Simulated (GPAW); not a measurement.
# Fe (P6_3/mmc) in GPAW: single point with PBE

Aim: the single point of Fe with PBE.

Program: GPAW 26.7.0. These are calculated values, not measurements. Logs are shortened: lines on timing, memory, paths and dates and some standing lists are left out, and cuts for length are marked. The log counts tension as positive stress, the text compression.

## Step 1: The structure

It takes space group P6_3/mmc (No. 194, hexagonal). The conventional cell has a = 2.434 Å, b = 2.434 Å, c = 3.842 Å, α = 90.00°, β = 90.00°, γ = 120.00°. Fe (site symmetry -6m2) has 12 Fe at 2.38 to 2.43 Å as nearest neighbours.

This isn't the form of Fe at room conditions, which is bcc.

## Step 2: Single point, PBE, collinear spin, antiferromagnetic start

Contents of run.py:

```python
from ase import Atoms
from ase.dft.bandgap import bandgap
from ase.io import write
from ase.units import GPa
from gpaw import GPAW, PW

atoms = Atoms(['Fe', 'Fe'],
              cell=[[2.4341575853, 0.0, 0.0],
                    [-1.2170787927, 2.1080423057, 0.0],
                    [0.0, 0.0, 3.84193447]],
              scaled_positions=[[0.6666666667, 0.3333333333, 0.75],
                                [0.3333333333, 0.6666666667, 0.25]],
              pbc=True)
atoms.set_initial_magnetic_moments([4.0, -4.0])

calc = GPAW(mode=PW(450),
            xc='PBE',
            kpts={'size': (10, 10, 6), 'gamma': True},
            occupations={'name': 'fermi-dirac', 'width': 0.05},
            nbands=19,
            maxiter=120,
            txt='gpaw.txt')
atoms.calc = calc
energy = atoms.get_potential_energy()
forces = atoms.get_forces()
stress = atoms.get_stress()
calc.write('gs.gpw')
write('result.traj', atoms)
print(f'Energy: {energy:.6f} eV')
print('Forces (eV/A):')
print(forces.round(4))
print('Stress (GPa):', (stress / GPa).round(3))
print('Moments:', calc.get_magnetic_moments().round(3))
print('Fermi level:', round(calc.get_fermi_level(), 4), 'eV')
print(f'Gap: {bandgap(calc)[0]:.4f} eV, direct: {bandgap(calc, direct=True)[0]:.4f} eV')
```

Potentials or basis: GPAW PAW data sets (gpaw-data 1.2.1), pw.

Run with:

```console
$ OMP_NUM_THREADS=1 python run.py
```

gpaw.txt:

```text
__  _  _
 | _ |_)|_||  |
 |__||  | ||/\| - 26.7.0

Input parameters:
  mode=PW(ecut=450.00000000000006),
  kpts=MonkhorstPack(size=(10, 10, 6), gamma=True),
  maxiter=120,
  nbands=19,
  occupations=Occupations(name='fermi-dirac', width=0.05),
  xc=XC(name='PBE')

Diagonalizing LCAO Hamiltonian
Converting LCAO to pw mode

          Fe

        Fe

Atoms  # Å, Bohr magnetons
|   | symbol |         x |        y |        z |    initial magnetic moments |
|---|--------|-----------|----------|----------|-----------------------------|
| 0 |     Fe |  1.217079 | 0.702681 | 2.881451 | ( 0.0000,  0.0000,  4.0000) |
| 1 |     Fe | -0.000000 | 1.405362 | 0.960484 | ( 0.0000,  0.0000, -4.0000) |

Unit cell  # Å
| periodic |         x |        y |        z |  lengths |     angles |
|----------|-----------|----------|----------|----------|------------|
|      yes |  2.434158 | 0.000000 | 0.000000 | 2.434158 |  90.000000 |
|      yes | -1.217079 | 2.108042 | 0.000000 | 2.434158 |  90.000000 |
|      yes |  0.000000 | 0.000000 | 3.841934 | 3.841934 | 120.000000 |

Number of symmetries: 6
Symmetry operations  # r_c * U_cc + t_c -> r_c
|   | kind |            matrix            |
|---|------|------------------------------|
| 0 |  σ   |  1, 1, 0,  0,-1, 0,  0, 0, 1 |
| 1 |  E   |  1, 0, 0,  0, 1, 0,  0, 0, 1 |
| 2 |  C3  |  0, 1, 0, -1,-1, 0,  0, 0, 1 |
| 3 |  σ   |  0,-1, 0, -1, 0, 0,  0, 0, 1 |
| 4 |  σ   | -1, 0, 0,  1, 1, 0,  0, 0, 1 |
| 5 |  C3  | -1,-1, 0,  1, 0, 0,  0, 0, 1 |

BZ-sampling:
  Number of BZ points: 600
  Number of IBZ points: 72

  Monkhorst-Pack size: [10, 10, 6]
  Monkhorst-Pack shift: [0.05, 0.05, 0.08333333333333333]

K-points  # in reciprocal-cell coordinates
|     |                                coordinates |     weight |
|-----|--------------------------------------------|------------|
|   0 | (  0.00000000,   0.00000000,   0.00000000) | 0.00166667 |
|   1 | (  0.00000000,   0.00000000,   0.16666667) | 0.00333333 |
|   2 | (  0.00000000,   0.00000000,   0.33333333) | 0.00333333 |
|   3 | (  0.00000000,   0.00000000,   0.50000000) | 0.00166667 |
|   4 | (  0.10000000,   0.00000000,  -0.33333333) | 0.01000000 |
|   5 | (  0.10000000,   0.00000000,  -0.16666667) | 0.01000000 |
|   6 | (  0.10000000,   0.00000000,   0.00000000) | 0.01000000 |
|   7 | (  0.10000000,   0.00000000,   0.16666667) | 0.01000000 |
|   8 | (  0.10000000,   0.00000000,   0.33333333) | 0.01000000 |
|   9 | (  0.10000000,   0.00000000,   0.50000000) | 0.01000000 |
| ... |                                            |            |
|  71 | (  0.50000000,   0.50000000,   0.50000000) | 0.00500000 |

Plane wave coefficients: 446
Cutoff: 450.00000000000006 eV

Spin-components: 2 (collinear spins)
Bands:           19
Projectors:      12
Spin-degeneracy: 1
Datatype:        complex128

Parallelization:
  kpt:    1
  domain: 1
  band:   1

Density:
  Valence electrons: 16.0
  Components: 2
  Grid points: [12 12 20]
  Charge: 0.0  # |e|

Potential:
  Grid points: [12 12 20]

species:
  Fe:
    name:    Iron
    Z:       26.0
    valence: 8
    core:    18
    charge:  0.0  # [|e|]
    compensation charges:
      type: gauss
      rc: 0.33  # [Å]
      lmax: 2
    cutoffs:
      filter: 2.06  # [Å]
      core: 2.67  # [Å]
    projectors
    | kind |    occ | energy [eV] | rcut [Å] |
    |------|--------|-------------|----------|
    |   4s |  2.000 |      -5.291 |    1.164 |
    |   4p |  0.000 |      -1.326 |    1.058 |
    |   3d |  6.000 |      -7.505 |    1.058 |
    |    s |        |      21.920 |    1.164 |
    |    p |        |      25.885 |    1.058 |
    |    d |        |      19.706 |    1.058 |

    Using partial waves for Fe as LCAO basis

Reference energy: -69238.909200  # eV

eigensolver:
  PPCG
  Converge bands: occupied
  niter=2

density mixing:
  MSR1-Mixer
  Pratt-step length: 0.05
  Maximum mixing coefficient: 0.75
  Old densities: 10
  SVD Regularization: 0.005
  Good broyden scale: 1.0
  Trust region scale: 1.0
  Backstep threshold: 4.0
  History deletion threshold: 6.0
  Fourier metric: weight=20.0, sigma=0.015

occupation numbers:
  Fermi-Dirac:
    width: 0.0500  # eV

poisson solver:
  ecut: 3600.0000000000005  # eV

xc functional:
  name: PBE with 2 nearest neighbor stencil

convergence criteria:
- Maximum [total energy] change in last 3 cyles: 0.0005 eV / valence electron
- Maximum integral of absolute [dens]ity change: 0.0001 electrons / valence electron
- Maximum integral of absolute [eigenst]ate change: 4e-08 eV^2 / valence electron
maximum number of iterations: 120

SCF iterations
|iter     | |      energy | eigst |  dens |  magmom |
|---------|-|-------------|-------|-------|---------|
|iter:   1| |  -16.223525 | +0.25 |       |  +0.0000|
|iter:   2| |  -16.233034 | -1.88 | -0.62 |  +0.0000|
|iter:   3| |  -17.105418 | -1.80 | -0.65 |  -0.0000|
|iter:   4| |  -17.503502 | -2.07 | -0.96 |  +0.0000|
|iter:   5| |  -17.707137 | -2.36 | -1.31 |  -0.0028|
|iter:   6| |  -17.741830 | -2.88 | -1.33 |  -0.0022|
|iter:   7| |  -17.698541 | -2.79 | -1.16 |  -0.0114|
|iter:   8| |  -17.714826 | -3.09 | -1.87 |  -0.0081|
|iter:   9| |  -17.717070 | -4.22 | -2.30 |  -0.0052|
|iter:  10| |  -17.717955c| -4.62 | -2.50 |  -0.0032|
|iter:  11| |  -17.718134c| -5.05 | -2.86 |  -0.0027|
|iter:  12| |  -17.718234c| -5.01 | -3.02 |  -0.0015|
|iter:  13| |  -17.718175c| -5.57 | -3.30 |  -0.0010|
|iter:  14| |  -17.718113c| -5.91 | -3.45 |  -0.0006|
|iter:  15| |  -17.718028c| -5.94 | -3.65 |  -0.0001|
|iter:  16| |  -17.717987c| -6.64 | -4.13c|  +0.0001|
|iter:  17| |  -17.717986c| -7.66c| -4.68c|  +0.0001|

Converged in 17 steps
Energy contributions relative to reference atoms: (reference = -69238.909200)

Energy contributions:
  Kinetic:          10.383912
  Coulomb:          -8.946507
  Zero:              0.443441
  External:          0.000000
  Xc:              -19.587724
  Entropy:          -0.022213
  Spinorbit:         0.000000
  ----------------------------
  Free energy:     -17.729092
  Extrapolated:    -17.717986

dipole moment: (-0.000012, -0.000021, -0.000038)  # |e|*Ang

Total magnetic moment: (0.000000, 0.000000, 0.000055)

Local magnetic moments
|        x |        y |         z |
|----------|----------|-----------|
| 0.000000 | 0.000000 |  0.175944 |  # Fe   0
| 0.000000 | 0.000000 | -0.175885 |  # Fe   1

Fermi level: 12.267
Eigenvalues  # (at kpt = [0.000, 0.000, 0.000])
| band index |      eig [eV] | occ [0-1] |      eig [eV] | occ [0-1] |
|------------|---------------|-----------|---------------|-----------|
|          0 |         3.004 |     1.000 |         3.004 |     1.000 |
|          1 |         7.083 |     1.000 |         7.083 |     1.000 |
|          2 |        10.498 |     1.000 |        10.498 |     1.000 |
|          3 |        10.498 |     1.000 |        10.498 |     1.000 |
|          4 |        10.662 |     1.000 |        10.662 |     1.000 |
|          5 |        11.029 |     1.000 |        11.029 |     1.000 |
[... 9 lines left out ...]
|         15 |        38.338 |     0.000 |        38.335 |     0.000 |
|         16 |        38.348 |     0.000 |        38.340 |     0.000 |
|        ... |               |           |               |           |
|         18 |        38.756 |     0.000 |        38.740 |     0.000 |

No gap
No difference between direct/indirect transitions

Forces  # eV/Ang
|        x |        y |        z |
|----------|----------|----------|
| -0.00000 |  0.00000 | -0.00025 |  # Fe   0
|  0.00000 | -0.00000 |  0.00025 |  # Fe   1

Stress tensor  # eV/Ang^3
|         x |         y |         z |
|-----------|-----------|-----------|
| -0.062087 | -0.000000 |  0.000000 |
| -0.000000 | -0.062087 | -0.000000 |
|  0.000000 |  0.000000 | -0.060841 |

# Writing to gs.gpw (mode='')
```

Wall time 38 s (1 thread of Arm Neoverse V1, shared host); peak memory 0.14 GiB.

What came out:

- Free energy: -17.7291 eV
- Pressure: 9.9 GPa
- Band gap on the k mesh: none (metal or under the smearing width)
- Net moment: 0.00 μB per cell
- Site moments: Fe +0.18, -0.18 μB

Stress tensor (GPa, compression positive):
```
9.95 0.00 0.00
0.00 9.95 0.00
0.00 0.00 9.75
```

Levels at points of the mesh, in eV from the Fermi level:
Spin up:
```csv
k point,band 4,band 5,band 6,band 7,band 8,band 9,band 10,band 11,band 12,band 13
"(0.00, 0.00, 0.00)",-1.77,-1.61,-1.24,-1.24,-0.91,-0.91,0.42,0.75,0.75,9.12
"(0.00, 0.00, 0.50)",-2.14,-1.94,-1.94,-1.83,-1.83,0.27,0.27,0.40,0.40,17.47
"(0.50, 0.50, 0.00)",-2.24,-2.09,-1.62,-1.13,0.82,1.14,1.14,2.76,4.98,11.52
"(0.50, 0.50, 0.50)",-3.29,-0.80,-0.61,0.02,0.09,0.91,1.10,2.49,2.50,9.52
```
Spin down:
```tsv
k point	band 4	band 5	band 6	band 7	band 8	band 9	band 10	band 11	band 12	band 13
(0.00, 0.00, 0.00)	-1.77	-1.61	-1.24	-1.24	-0.91	-0.91	0.42	0.75	0.75	9.12
(0.00, 0.00, 0.50)	-2.14	-1.94	-1.94	-1.83	-1.83	0.27	0.27	0.40	0.40	17.47
(0.50, 0.50, 0.00)	-2.24	-2.09	-1.62	-1.13	0.82	1.14	1.14	2.76	4.98	11.52
(0.50, 0.50, 0.50)	-3.29	-0.80	-0.61	0.02	0.09	0.91	1.10	2.49	2.50	9.52
```

Caveat: the cutoff is short for stress and forces, so pressures can be off by a GPa or more; the moment fell far below its start of 4 μB, so a state of higher moment may lie lower in energy.
